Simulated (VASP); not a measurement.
Crystal: Te2Mo.

```
Te Mo
1.0
     6.33000    0.00000    0.00000
     0.00000    3.46900    0.00000
    -0.94679    0.00000   13.82762
Te Mo
8 4
Direct
  0.55680 0.75000 0.35160
  0.44320 0.25000 0.64840
  0.58880 0.25000 0.10450
  0.41120 0.75000 0.89550
  0.09700 0.75000 0.14860
  0.90300 0.25000 0.85140
  0.05630 0.25000 0.39550
  0.94370 0.75000 0.60450
  0.31810 0.75000 0.50660
  0.68190 0.25000 0.49340
  0.18330 0.25000 0.00740
  0.81670 0.75000 0.99260
```

```yaml
Program: VASP 6.6.1
Task: relaxation of cell and atoms
Functional: LDA
Potentials_or_basis: VASP PAW LDA potentials, release 64 (Te, Mo_sv)
Cutoff: 600 eV
k_mesh: 4 × 8 × 2
Occupations: gaussian, width 0.03 eV
Spin: no spin polarisation
```

At the start: pressure -3.2 GPa; volume 25.30 Å³/atom.

Task: Where does the relaxation end?

Result: Over 17 steps the energy falls by 10.7 meV/atom and the volume is 24.00 Å³/atom (-5.1 %); space group P2_1/m (No. 11, to 0.05 Å).

The path:
```csv
step,energy change (eV),largest force (eV/Å),pressure (GPa),volume (Å³)
1,0.0000,0.3573,-3.18,303.64
2,0.1962,1.2643,6.19,282.10
3,-0.0901,0.1980,-0.13,295.65
4,-0.0901,0.2094,-0.07,295.49
5,-0.0980,0.1358,-0.04,294.64
6,-0.1026,0.1709,0.03,293.19
7,-0.1075,0.1219,-0.01,292.70
8,-0.1116,0.0637,-0.09,291.39
9,-0.1165,0.0761,0.04,290.41
10,-0.1191,0.1284,0.22,289.12
11,-0.1230,0.1179,-0.36,289.70
12,-0.1233,0.1195,-0.25,289.59
13,-0.1260,0.0737,0.05,288.38
14,-0.1260,0.0777,0.08,288.25
15,-0.1277,0.0281,-0.01,288.17
16,-0.1277,0.0319,-0.02,288.16
17,-0.1278,0.0099,0.01,288.04
```

Final structure:
```xyz
12
Lattice="6.3064 0.0000 0.0098 0.0000 3.4444 0.0000 -0.9219 0.0000 13.2594" Properties=species:S:1:pos:R:3 pbc="T T T"
Te    3.1974    2.5833    4.6044
Te    2.1871    0.8611    8.6648
Te    3.6071    0.8611    1.4023
Te    1.7774    2.5833   11.8670
Te    0.4606    2.5833    2.0369
Te    4.9239    0.8611   11.2323
Te   -0.0170    0.8611    5.2299
Te    5.4014    2.5833    8.0393
Mo    1.5488    2.5833    6.7160
Mo    3.8357    0.8611    6.5533
Mo    1.1455    0.8611    0.1013
Mo    4.2389    2.5833   13.1680
```
